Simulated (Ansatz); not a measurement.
# Ta2N (P-3m1) in Ansatz: further runs

Aim: see how the results for Ta2N move with the level of theory and the settings. Levels: PBE, revPBE+D3(BJ), revPBE+D4, RPBE. Tasks: single point, relaxation of cell and atoms.

Program: Ansatz 0.2.0. These are calculated values, not measurements. Logs are shortened: lines on timing, memory, paths and dates and some standing lists are left out, and cuts for length are marked.

**1. The structure**

Symmetry: P-3m1, No. 164, trigonal system. The conventional cell has a = 3.113 Å, b = 3.113 Å, c = 4.870 Å, α = 90.00°, β = 90.00°, γ = 120.00°. Ta (site symmetry 3m) has 3 N at 2.18 Å as nearest neighbours. N (site symmetry -3m) is surrounded by 6 Ta at 2.18 Å.

The cell comes from a database or a generator and needn't be the stable form of this composition.

**2. Single point, PBE**

File input.yaml:

```yaml
crystal:
  lattice:
    - [3.112861506, 0.0, 0.0]
    - [-1.556430753, 2.6958171426, 0.0]
    - [0.0, 0.0, 4.869841]
  atoms:
    - { symbol: Ta, position: [0.3333333333, 0.6666666667, 0.254711] }
    - { symbol: Ta, position: [0.6666666667, 0.3333333333, 0.745289] }
    - { symbol: "N", position: [0.0, 0.0, 0.0] }
hamiltonian:
  xc: pbe
  pseudopotentials: { kind: paw }
kpoints:
  mp_grid: { grid: [10, 10, 6] }
scf:
  occupations: { method: gaussian, width: 0.015 }
output:
  forces: true
  stress: true
  eigenvalues: true
  write_density: true
  write_potential: true
  elf: true
  volumetric_format: npy
```

Potentials or basis: Ansatz PAW.

Started as:

```
$ ansatz run input.yaml --threads 2 --pin off --max-ram 5632MiB --backend cpu --events-out ev --progress --plain --runs-dir out
```

Output:

```text
Warning: RAYON_NUM_THREADS=2 ignored (pool sized by the plan → 2); use --threads N
Engine: ansatz 0.2.0, x86_64-unknown-linux-gnu
Pseudopotentials: kind: paw
Pseudopotential: Ta, paw, valence charge 13, recommended cutoff 420 eV (normal), Ta.paw.azcp
Pseudopotential: N, paw, valence charge 5, recommended cutoff 420 eV (normal), N.paw.azcp
Functional definition: PBE
  parameter kappa = 0.804
  parameter beta = 0.06672455060314922
  exchange = pbe_x(kappa = kappa, mu = beta*pi^2/3)
  correlation = pbe_c(beta = beta)
Crystal: 3 atoms, lattice volume = 40.866 Å³
Basis set: ecut = 420 eV, 797 PW (Γ), exchange–correlation on 48×48×72 points (8 copies of the dense FFT grid, shifted against one another)
Bands: 20, of which v1, the nominal top of the filled ones, is band 16 counted from 1 (15 counted from 0)
Symmetry: 12 space group operations
Space group: P-3m1 (ITA 164), of the structure as read, at distance tolerance 3.4e-5 Å
k-points: 72 of 600
Non-local potential: Ta, projectors of the file, l = 0: 3, l = 1: 2, l = 2: 2, l = 3: 1
Non-local potential: N, projectors of the file, l = 0: 2, l = 1: 2, l = 2: 1
PAW form: soft (Blöchl's): semilocal exchange-correlation on the pseudo side does not see the compensation charge
PAW one-centre angular grid: Ta, 590 points (default); XC on 64 Gauss nodes
PAW one-centre angular grid: N, 110 points (default); XC on 64 Gauss nodes
Initial density: superposition of atomic densities (neutral atoms: chi_scale 0, normalization atom), corrected by the library's trained network
Initial wavefunctions: pseudopotential atomic-orbital guess
Functional: x = pbe(κ = 0.804, μ = 0.2195149727645171), c = pbe(β = 0.06672455060314922)
SCF iter   1: F=—  HF=-20250.908042 eV  |F-HF|=—  |Δ(HF+E_count)|=         —  Δρ=5.26e-3  dr2=1.21e-2  ethr=1.77e-3  ⟨swp⟩=6.0  Hψ=6696  notcnv=0
preconditioner: auto → none  [insulator: Δε(μ)=0.017 eV  Ē_g=8.343 eV  σ=0.015 eV  W_gap=0.53  n_scr=10 (ndim 8)  ℏωp=22.5 eV  f_vac=0.000  D(μ)=2.84/eV (n_scr^D=34)  ε∞_Penn≈8.3]
SCF iter   2: F=—  HF=-20250.905754 eV  |F-HF|=—  |Δ(HF+E_count)|=   2.29e-3  Δρ=2.38e-3  dr2=1.63e-3  ethr=3.90e-5  ⟨swp⟩=2.1  Hψ=2551  notcnv=0  defer=32
SCF iter   3: F=—  HF=-20250.905785 eV  |F-HF|=—  |Δ(HF+E_count)|=   3.08e-5  Δρ=9.83e-4  dr2=3.91e-4  ethr=5.25e-6  ⟨swp⟩=2.1  Hψ=2440  notcnv=0  defer=32
SCF iter   4: F=—  HF=-20250.905792 eV  |F-HF|=—  |Δ(HF+E_count)|=   6.96e-6  Δρ=2.22e-4  dr2=1.65e-5  ethr=1.26e-6  ⟨swp⟩=2.0  Hψ=1875  notcnv=0  defer=32
SCF iter   5: F=—  HF=-20250.905799 eV  |F-HF|=—  |Δ(HF+E_count)|=   7.42e-6  Δρ=4.04e-5  dr2=2.97e-7  ethr=5.33e-8  ⟨swp⟩=2.0  Hψ=1913  notcnv=0  defer=32
SCF iter   6: F=-20250.905799 eV  HF=-20250.905799 eV  |F-HF|=1.86e-10  |Δ(HF+E_count)|=   1.70e-7  Δρ=7.38e-6  dr2=9.24e-9  ethr=3.23e-10  ⟨swp⟩=10.2  Hψ=9873  notcnv=0
SCF 1 converged in 6 iterations: F = -20250.905799 eV  dr2 = 9.24e-9
SCF converged after 6 iterations
Free energy (F): -20250.905799 eV
Harris-Foulkes:  -20250.905799 eV  (|F-HF|=1.86e-10)
Internal energy: -20250.905469 eV  (E = F + TS)
E sigma→0 (E₀):  -20250.905634 eV
Entropy (-TS):   -0.000330 eV (-0.110 meV/atom)
Fermi energy:    19.590430 eV
--- Per-component energies (eV) ---
  E_band       = -180.390724
  E_kinetic    = 863.914370
  E_local      = -1249.495462  (includes V_loc(G=0)·N_el)
  E_nonlocal   = 73.445839
  E_hartree    = 431.435608
  E_xc         = -497.988317
  E_vxc        = -485.849841  (∫ρ·V_xc dr)
  E_paw        = -16920.523427  (= ΣΔE_a)
  E_vpaw       = -245.277758  (= ΣTr[D̂ρ^β])
  E_aug_tail   = 0.000404  (compensation charges beyond the density's cutoff)
  E_ewald      = -2951.694484
  E_smearing   = -0.000330  (= −TS)
  E_closure    = 0.000000  (closes the sum)
  Σ components = -20250.905799   (vs F -20250.905799, Δ=0.00e0)
--- Forces (eV/Å), atoms counted from 1 ---
  atom   1  Ta     0.00000000     0.00000000     0.01314728
  atom   2  Ta     0.00000000    -0.00000000    -0.01314728
  atom   3  N      0.00000000    -0.00000000     0.00000000
  max |Σ_I F_I| component: 1.73e-18 eV/Å
--- Stress (GPa, compression-positive) ---
       -1.874152      -0.000000       0.000000
        0.000000      -1.874152      -0.000000
        0.000000      -0.000000      -0.148124
  P = ⅓ Tr σ = -1.2988 GPa (-12.988 kbar)
--- Band table (eV; the first three rows and the last of 72) ---
  k-point 0: bands = ["-49.0139", "-48.9372", "-16.0492", "-15.3331", "-15.3331", "-15.2083", "-15.2083", "-15.0908", "2.1829", "11.2118", "13.5595", "13.5595", "14.6209", "18.9458", "19.3666", "19.3666", "19.8599", "19.8768", "19.8768", "20.7481"]
  k-point 1: bands = ["-49.0089", "-48.9423", "-15.9896", "-15.3250", "-15.3250", "-15.2164", "-15.2164", "-15.1595", "2.2369", "11.0356", "13.5131", "13.5131", "14.9765", "18.4458", "19.0696", "19.0696", "20.1380", "20.1380", "20.3903", "21.2380"]
  k-point 2: bands = ["-48.9950", "-48.9563", "-15.8243", "-15.3429", "-15.3034", "-15.3034", "-15.2382", "-15.2382", "2.3474", "10.7252", "13.4254", "13.4254", "15.8308", "17.7117", "18.6462", "18.6462", "21.0181", "21.0181", "21.0445", "21.9344"]
  k-point 71: bands = ["-48.9367", "-48.9360", "-15.8756", "-15.8584", "-15.6882", "-15.6527", "-15.2598", "-15.2584", "3.0885", "11.8288", "12.1357", "13.2047", "17.1689", "17.5574", "17.6742", "19.8236", "19.9614", "21.2446", "23.2290", "23.8347"]
```

rho_z.tsv:

```text
# z_ang	rho[e/angstrom^3]
# format = ansatz-planar-average/11
# lattice	3.112861506	0.000000000	0.000000000
# lattice	-1.556430753	2.695817143	0.000000000
# lattice	0.000000000	0.000000000	4.869841000
# sites	3
# site	73	0.000000000	1.797211428	1.240402071
# site	73	1.556430753	0.898605714	3.629438929
# site	7	0.000000000	0.000000000	0.000000000
0.000000	7.599215e-1
0.135273	7.458804e-1
0.270547	7.078060e-1
0.405820	6.768558e-1
0.541093	7.025476e-1
0.676367	8.014375e-1
[... 28 lines left out ...]
4.599294	7.078060e-1
4.734568	7.458804e-1
```

Wall time 4.6 s (2 threads of Intel Xeon at 2.50GHz (Skylake/Cascade Lake), shared host); peak memory 0.38 GiB.

What came out:

```
Free energy            : -20250.9058 eV
Pressure               : -1.3 GPa
Largest force          : 0.013 eV/Å
Band gap on the k mesh : none (metal or under the smearing width)
```

Forces on the atoms (eV/Å):
```
Ta   0.000  0.000  0.013
Ta   0.000  0.000 -0.013
N    0.000  0.000  0.000
```

Levels at points of the mesh, in eV from the Fermi level:
| k point | band 14 | band 15 | band 16 | band 17 | band 18 | band 19 |
| --- | --- | --- | --- | --- | --- | --- |
| (0.00, 0.00, 0.00) | -0.64 | -0.22 | -0.22 | 0.27 | 0.29 | 0.29 |
| (0.00, 0.00, -0.50) | -2.65 | -1.11 | -1.11 | 1.77 | 1.89 | 2.29 |
| (0.00, -0.50, 0.00) | -2.62 | -1.38 | 1.76 | 1.88 | 3.70 | 3.99 |
| (0.00, -0.50, -0.50) | -2.17 | -2.12 | -0.27 | 0.72 | 3.28 | 3.51 |

Spin-orbit coupling is left out, which matters for the levels of Ta.

**3. Relaxation of cell and atoms, revPBE+D3(BJ)**

Edit input.yaml of step 2 so:

```diff
@@ -10,4 +10,5 @@
 hamiltonian:
-  xc: pbe
+  xc: revpbe
   pseudopotentials: { kind: paw }
+  dispersion: d3bj
 kpoints:
@@ -15,3 +16,3 @@
 scf:
-  occupations: { method: gaussian, width: 0.015 }
+  occupations: { method: fermi_dirac, width: 0.05 }
 output:
@@ -20,5 +21,5 @@
   eigenvalues: true
-  write_density: true
-  write_potential: true
-  elf: true
-  volumetric_format: npy
+relax:
+  f_tol: 0.01
+  max_steps: 40
+  cell: { stress_tol: 0.05 }
```

Potentials or basis: Ansatz PAW.

Started as:

```
$ ansatz run input.yaml --threads 2 --pin off --max-ram 5632MiB --backend cpu --events-out ev --progress --plain --runs-dir out
```

Run time: 39 s. Hardware: 2 threads of Intel Xeon at 2.50GHz (Skylake/Cascade Lake), shared host; peak memory 0.39 GiB.

Results (log left out):

```
Free energy                            : -20272.6549 eV
Relaxed volume                         : 13.11 Å³/atom
Relaxed cell                           : a = 3.058 Å, b = 3.058 Å, c = 4.857 Å, α = 90.00°, β = 90.00°, γ = 120.00°
Space group after relaxing (to 0.05 Å) : P-3m1 (No. 164)
Energy gained by relaxing              : 17.9 meV/atom
Ionic steps                            : 8
Pressure after relaxing                : 0.0 GPa
Band gap on the k mesh                 : none (metal or under the smearing width)
```

Step by step:
```csv
step,energy change (eV),largest force (eV/Å),volume (Å³)
1,0.0000,0.0918,40.87
2,-0.0506,0.0270,39.77
3,-0.0559,0.0378,39.31
4,-0.0559,0.0096,39.34
5,-0.0559,0.0006,39.34
6,-0.0538,0.0005,39.34
7,-0.0538,0.0002,39.32
8,-0.0538,0.0001,39.32
```

Final structure:
```
Ta N
1.0
     3.05764    0.00000    0.00000
    -1.52882    2.64799    0.00000
     0.00000    0.00000    4.85698
Ta N
2 1
Cartesian
  0.0000 1.7653 1.2520
  1.5288 0.8827 3.6050
  0.0000 0.0000 0.0000
```

Levels at points of the mesh, in eV from the Fermi level:
| k point | band 13 | band 14 | band 15 | band 16 | band 17 | band 18 |
| --- | --- | --- | --- | --- | --- | --- |
| (0.00, 0.00, 0.00) | -5.06 | -0.82 | -0.25 | -0.25 | 0.15 | 0.43 |
| (0.00, 0.00, -0.50) | -3.20 | -2.69 | -1.10 | -1.10 | 1.76 | 2.21 |
| (0.00, -0.50, 0.00) | -4.77 | -2.69 | -1.34 | 1.58 | 2.08 | 4.06 |
| (0.00, -0.50, -0.50) | -3.42 | -2.22 | -2.14 | -0.52 | 0.71 | 3.65 |

Caveat: the plane-wave basis is chosen anew once the cell has moved, so the energies of steps on either side of that aren't comparable; pairwise dispersion overbinds metals, which lowers pressure and volume; the PAW data sets come from PBE, with cores solved anew for the run's functional, which leaves a small shift of forces and pressure.

**4. Relaxation of cell and atoms, revPBE+D4**

Edit input.yaml of step 3 so:

```diff
@@ -12,3 +12,3 @@
   pseudopotentials: { kind: paw }
-  dispersion: d3bj
+  dispersion: d4
 kpoints:
```

Potentials or basis: Ansatz PAW.

Started as:

```
$ ansatz run input.yaml --threads 2 --pin off --max-ram 5632MiB --backend cpu --events-out ev --progress --plain --runs-dir out
```

Output:

```text
Warning: RAYON_NUM_THREADS=2 ignored (pool sized by the plan → 2); use --threads N
[... 4 set-up lines as earlier in the session ...]
Functional definition: revPBE
  parameter kappa = 1.245
[... 3 set-up lines as earlier in the session ...]
Crystal: 3 atoms, lattice volume = 40.866 Å³
Basis set: ecut = 420 eV, 797 PW (Γ), exchange–correlation on 48×48×72 points (8 copies of the dense FFT grid, shifted against one another)
[... 135 lines left out ...]
  P = ⅓ Tr σ = 0.0009 GPa (0.009 kbar)
--- Band table (eV; the first three rows and the last of 72) ---
  k-point 0: bands = ["-48.5574", "-48.4778", "-15.6280", "-14.8508", "-14.8508", "-14.7265", "-14.7265", "-14.6351", "2.4956", "11.5579", "14.0366", "14.0366", "15.0043", "19.2790", "19.8178", "19.8178", "20.2438", "20.4381", "20.4381", "21.1764"]
  k-point 1: bands = ["-48.5522", "-48.4830", "-15.5661", "-14.8430", "-14.8430", "-14.7344", "-14.7344", "-14.7067", "2.5519", "11.3790", "13.9891", "13.9891", "15.3520", "18.7761", "19.5435", "19.5435", "20.6646", "20.6646", "20.7834", "21.6803"]
  k-point 2: bands = ["-48.5381", "-48.4973", "-15.3943", "-14.8978", "-14.8224", "-14.8224", "-14.7552", "-14.7552", "2.6670", "11.0622", "13.8994", "13.8994", "16.1798", "18.0405", "19.1303", "19.1303", "21.4632", "21.5408", "21.5408", "22.3775"]
  k-point 71: bands = ["-48.4737", "-48.4723", "-15.4370", "-15.4198", "-15.2370", "-15.2138", "-14.8060", "-14.8023", "3.4298", "12.1872", "12.5050", "13.5667", "17.4997", "17.9792", "18.0850", "20.3276", "20.5095", "21.8244", "23.7440", "24.3841"]
--- Relaxed structure (6 steps of the walk, 5 accepted, 2 SCFs on fresh bases) ---
  F+E_penalty+E_count = -20271.21144037 eV   max|allowed force component| = 6.546e-4 eV/Å   (the final SCF, on the basis selected at the relaxed cell)
  cell:  # Å, volume = 40.1689 Å³
    - [3.082753159116557, 0.0, 0.0]
    - [-1.5413765795582786, 2.6697425493916707, -3.5372084209006856e-32]
    - [0.0, -6.38976669494969e-32, 4.880696413659795]
  atoms:
    - { symbol: Ta, position: [0.3333333333333333, 0.6666666666666666, 0.25643346079744095] }
    - { symbol: Ta, position: [0.6666666666666666, 0.3333333333333333, 0.7435665392025592] }
    - { symbol: N, position: [3.040329982121943e-35, -7.937935131398083e-36, -2.968480688891771e-20] }
```

Run time: 31 s. Hardware: 2 threads of Intel Xeon at 2.50GHz (Skylake/Cascade Lake), shared host; peak memory 0.4 GiB.

What came out:

```yaml
Free_energy: -20271.2114 eV
Relaxed_volume: 13.39 Å³/atom
Relaxed_cell: a = 3.083 Å, b = 3.083 Å, c = 4.881 Å, α = 90.00°, β = 90.00°, γ = 120.00°
Space_group_after_relaxing_to_0.05_Å: P-3m1 (No. 164)
Energy_gained_by_relaxing: 3.9 meV/atom
Ionic_steps: 7
Pressure_after_relaxing: 0.0 GPa
Band_gap_on_the_k_mesh: none (metal or under the smearing width)
```

Step by step:
| step | energy change (eV) | largest force (eV/Å) | volume (Å³) |
| --- | --- | --- | --- |
| 1 | 0.0000 | 0.0436 | 40.87 |
| 2 | -0.0120 | 0.0025 | 40.30 |
| 3 | -0.0128 | 0.0060 | 40.16 |
| 4 | -0.0128 | 0.0001 | 40.17 |
| 5 | -0.0117 | 0.0002 | 40.17 |
| 6 | -0.0117 | 0.0007 | 40.17 |
| 7 | -0.0117 | 0.0007 | 40.17 |

Final structure:
```
Ta N
1.0
     3.08275    0.00000    0.00000
    -1.54138    2.66974    0.00000
     0.00000    0.00000    4.88070
Ta N
2 1
Cartesian
  0.0000 1.7798 1.2516
  1.5414 0.8899 3.6291
  0.0000 0.0000 0.0000
```

Caveat: the plane-wave basis is chosen anew once the cell has moved, so the energies of steps on either side of that aren't comparable; pairwise dispersion overbinds metals, which lowers pressure and volume; the PAW data sets come from PBE, with cores solved anew for the run's functional, which leaves a small shift of forces and pressure. Spin-orbit coupling is left out, which matters for the levels of Ta.

**5. Relaxation of cell and atoms, RPBE**

Edit input.yaml of step 4 so:

```diff
@@ -10,5 +10,4 @@
 hamiltonian:
-  xc: revpbe
+  xc: rpbe
   pseudopotentials: { kind: paw }
-  dispersion: d4
 kpoints:
```

Started as:

```
$ ansatz run input.yaml --threads 2 --pin off --max-ram 5632MiB --backend cpu --events-out ev --progress --plain --runs-dir out
```

It took 28 s on 2 threads of Intel Xeon at 2.50GHz (Skylake/Cascade Lake), shared host; peak memory 0.39 GiB.

The run converged. Its results:

```yaml
Free_energy: -20277.4142 eV
Relaxed_volume: 13.74 Å³/atom
Relaxed_cell: a = 3.111 Å, b = 3.111 Å, c = 4.918 Å, α = 90.00°, β = 90.00°, γ = 120.00°
Space_group_after_relaxing_to_0.05_Å: P-3m1 (No. 164)
Energy_gained_by_relaxing: 1.6 meV/atom
Ionic_steps: 6
Pressure_after_relaxing: 0.0 GPa
Band_gap_on_the_k_mesh: none (metal or under the smearing width)
```

Forces on the atoms (eV/Å):
```
Ta   0.000  0.000 -0.002
Ta   0.000  0.000  0.002
N    0.000  0.000  0.000
```

Step by step:
| step | energy change (eV) | largest force (eV/Å) | volume (Å³) |
| --- | --- | --- | --- |
| 1 | 0.0000 | 0.0926 | 40.87 |
| 2 | -0.0033 | 0.1048 | 41.21 |
| 3 | -0.0038 | 0.0153 | 41.26 |
| 4 | -0.0039 | 0.0058 | 41.25 |
| 5 | -0.0041 | 0.0021 | 41.21 |
| 6 | -0.0047 | 0.0021 | 41.21 |

Final structure:
```
Ta N
1.0
     3.11085    0.00000    0.00000
    -1.55543    2.69408    0.00000
     0.00000    0.00000    4.91756
Ta N
2 1
Direct
  0.33333 0.66667 0.25573
  0.66667 0.33333 0.74427
  0.00000 0.00000 0.00000
```

Levels at points of the mesh, in eV from the Fermi level:
```tsv
k point	band 12	band 13	band 14	band 15	band 16	band 17	band 18	band 19	band 20
(0.00, 0.00, 0.00)	-5.92	-5.06	-0.73	-0.23	-0.23	0.21	0.36	0.36	1.11
(0.00, 0.00, -0.50)	-6.09	-2.96	-2.71	-1.05	-1.05	1.68	1.87	2.27	2.27
(0.00, -0.50, 0.00)	-6.27	-4.50	-2.63	-1.40	1.58	1.92	3.72	3.94	4.08
(0.00, -0.50, -0.50)	-6.02	-3.28	-2.20	-2.13	-0.39	0.71	3.33	3.56	3.99
```

Caveat: the plane-wave basis is chosen anew once the cell has moved, so the energies of steps on either side of that aren't comparable; the PAW data sets come from PBE, with cores solved anew for the run's functional, which leaves a small shift of forces and pressure. The run has no spin-orbit coupling, so splittings on Ta are missing.

**6. The runs side by side**

```csv
task,level,cell,smearing,gap on the mesh (eV),pressure (GPa),relaxed volume (Å³/atom)
single point,PBE,as given,gaussian 0.015 eV,none,-1.3,-
relaxation of cell and atoms,revPBE+D3(BJ),relaxed,fermi-dirac 0.05 eV,none,0.0,13.11
relaxation of cell and atoms,revPBE+D4,relaxed,fermi-dirac 0.05 eV,none,0.0,13.39
relaxation of cell and atoms,RPBE,relaxed,fermi-dirac 0.05 eV,none,0.0,13.74
```

Alike in all rows: potentials or basis Ansatz PAW; no spin polarisation; k mesh 10 × 10 × 6; cutoff (eV) 420.

Caveats: the plane-wave basis is chosen anew once the cell has moved, so the energies of steps on either side of that aren't comparable (some runs); the PAW data sets come from PBE, with cores solved anew for the run's functional, which leaves a small shift of forces and pressure (some runs); pairwise dispersion overbinds metals, which lowers pressure and volume (some runs).

Absolute energies hang on the potentials; compare differences alone.
